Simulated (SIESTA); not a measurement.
BaTiO3:

```xyz
5
Lattice="4.0060 0.0000 0.0000 0.0000 4.0060 0.0000 0.0000 0.0000 4.0060" Properties=species:S:1:pos:R:3 pbc="T T T"
Ba    2.0030    2.0030    2.0030
Ti    0.0000    0.0000    0.0000
O     0.0000    0.0000    2.0030
O     0.0000    2.0030    0.0000
O     2.0030    0.0000    0.0000
```

* Program: SIESTA 5.4.2
* Task: single point
* Functional: PBE
* Potentials or basis: PseudoDojo 0.4 standard (PBE files)
* Basis: DZP (energy shift 0.003 Ry; two zetas on semicore shells; d shell added on Ba)
* Grid cutoff: 800 Ry
* Energy shift: 0.003 Ry
* k mesh: 7 × 7 × 7
* Occupations: fermi-dirac, width 0.05 eV
* Spin: no spin polarisation

On this cell: pressure 3.8 GPa; largest force zero by symmetry; band gap on the k mesh 1.74 eV, indirect (least direct gap 1.81 eV).

The same run follows on a disturbed copy (atoms moved at random, drawn with an rms of 0.05 Å):

```
CELL_PARAMETERS angstrom
4.00600 0.00000 0.00000
0.00000 4.00600 0.00000
0.00000 0.00000 4.00600
ATOMIC_POSITIONS crystal
Ba 0.49958 0.49322 0.50628
Ti 0.00007 0.99796 0.98907
O 0.00338 0.00764 0.49317
O 0.00026 0.49397 0.00679
O 0.50262 0.99346 0.00855
```

Task: What does the disturbed cell give?

Result: The energy moves by +7.1 meV/atom; pressure 3.8 GPa; largest force 0.743 eV/Å; band gap on the k mesh 1.75 eV, indirect (least direct gap 1.82 eV).

Forces on the atoms (eV/Å):
```
Ba   0.046  0.146 -0.303
Ti  -0.051  0.014  0.224
O   -0.032 -0.304  0.677
O    0.033  0.162 -0.281
O    0.003 -0.018 -0.315
```

Stress tensor (GPa, compression positive):
```
 3.88  0.03  0.02
 0.03  3.91 -0.04
 0.02 -0.04  3.69
```

Caveats: this set's barium file shifts pressures by up to 1 GPa against other sets; spin-orbit coupling is left out, which moves the levels of the heavy elements; an odd mesh through Γ misses points on the zone boundary, where band edges often lie; the basis of atomic orbitals isn't converged, which shifts pressures, moduli and gaps.
